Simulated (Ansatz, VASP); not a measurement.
# P in VASP and in Ansatz

The input INCAR:

```
SYSTEM = P
PREC     = Accurate       ! precision mode
ENCUT    = 520            ! plane-wave cutoff, eV
EDIFF    = 1E-7           ! SCF threshold, eV
ISMEAR   = -1             ! smearing method
SIGMA    = 0.1            ! smearing width, eV
LREAL    = .False.        ! projectors in reciprocal space
LASPH    = .True.         ! aspherical terms in the spheres
NELM     = 60             ! most SCF steps
ALGO     = Normal         ! electronic algorithm
ISIF     = 2              ! what is computed and relaxed
LWAVE    = .False.        ! write WAVECAR
LCHARG   = .True.         ! write CHGCAR
GGA      = B5             ! functional
ALDAX    = 1.0          
AGGAX    = 1.0          
AGGAC    = 1.0          
ALDAC    = 0.0          
LELF     = .True.         ! ELF
LVHAR    = .True.       
NBANDS   = 8              ! bands
```

File KPOINTS:

```
regular mesh
0
Gamma
  14 14 14
  0 0 0
```

File POSCAR:

```
P
1.0
    2.4953272320      0.0000000000      0.0000000000
    0.0000000000      2.4953272320      0.0000000000
    0.0000000000      0.0000000000      2.4953272320
P
1
Direct
    0.0000000000      0.0000000000      0.0000000000
```

Input for Ansatz:

```yaml
crystal:
  lattice:
    - [2.495327232, 0.0, 0.0]
    - [0.0, 2.495327232, 0.0]
    - [0.0, 0.0, 2.495327232]
  atoms:
    - { symbol: P, position: [0.0, 0.0, 0.0] }
hamiltonian:
  xc: blyp
  pseudopotentials:
    kind: paw
    azcp:
      P: "pseudopotentials/P.paw.azcp"
basis:
  ecutwfc: 420
  fft_grid_basis: typed
kpoints:
  mp_grid: { grid: [14, 14, 14], shift: [0, 0, 0] }
magnetization:
  spin_polarized: false
scf:
  occupations: { method: fermi_dirac, width: 0.1 }
  lower_state_search: "off"
output:
  stress: true
  write_density: true
  write_potential: true
  elf: true
  volumetric_format: npy
```

Alike in both runs: task single point; functional BLYP; k mesh 14 × 14 × 14; occupations fermi-dirac, width 0.1 eV; no spin polarisation.

```csv
,VASP,Ansatz
version,VASP 6.6.1,Ansatz 0.2.0
potentials or method,"VASP PAW PBE potentials, release 64 (P)","plane waves (420 eV) with PAW, scalar-relativistic"
plane-wave cutoff (eV),520,420
valence electrons in the cell,5,5
```

|  | VASP | Ansatz | Ansatz less VASP |
| --- | --- | --- | --- |
| pressure (GPa) | 3.6 | 3.5 | -0.15 |

The functional is the same, so the differences come from potentials, cutoffs and numerics.

Caveats: the PAW data sets were made with another functional, which shifts forces and pressure a little (VASP).
